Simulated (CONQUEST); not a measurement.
**N under changes of volume**

One of the cells (6.723 Å³/atom); the others are scaled copies at fixed shape and fractional positions:

```
N
1.0
     2.44600    0.00000    0.00000
     0.00000    2.51947    0.00000
     0.00000    0.00000    4.36386
N
4
Cartesian
  1.8345 0.0000 1.4546
  1.8345 1.2597 3.6365
  0.6115 0.0000 2.9092
  0.6115 1.2597 0.7273
```

```yaml
Program: CONQUEST 1.3
Functional: PBE
Potentials_or_basis: PseudoDojo NC PBE, DZP, grid of 32 × 32 × 48 points
k_mesh: 11 × 10 × 6
Occupations: fermi-dirac, width 0.05 eV
Spin: no spin polarisation
```

```tsv
volume (Å³/atom)	energy over the lowest point (meV/atom)	pressure (GPa)	largest force (eV/Å)
6.320	?	?	?
6.454	49.29	24.1	0.001
6.589	31.45	18.6	0.001
6.723	17.80	13.9	0.002
6.858	8.16	9.1	0.002
6.992	2.31	4.7	0.005
7.127	0.00	0.8	0.007
```

Question: What does the run at 6.320 Å³/atom give?

Answer: Energy over the lowest point 72.19 meV/atom; pressure 30.5 GPa; largest force 0.002 eV/Å.

Worked out: A Birch-Murnaghan fit of order 3 (a polynomial in V^(-2/3)) to the other rows has its minimum at 7.15 Å³/atom, just outside them, with B0 = V·E''(V) = 213 GPa (rough, since the energies scatter) at fixed shape and positions, which overstates the stiffness. It gives 71.42 meV/atom at 6.320 Å³/atom, against the run's 72.19, and -dE/dV = 29.1 GPa, against 30.5.

Energies are extrapolated to zero smearing.

Caveats: the basis of atomic orbitals isn't converged, which shifts pressures, moduli and gaps.
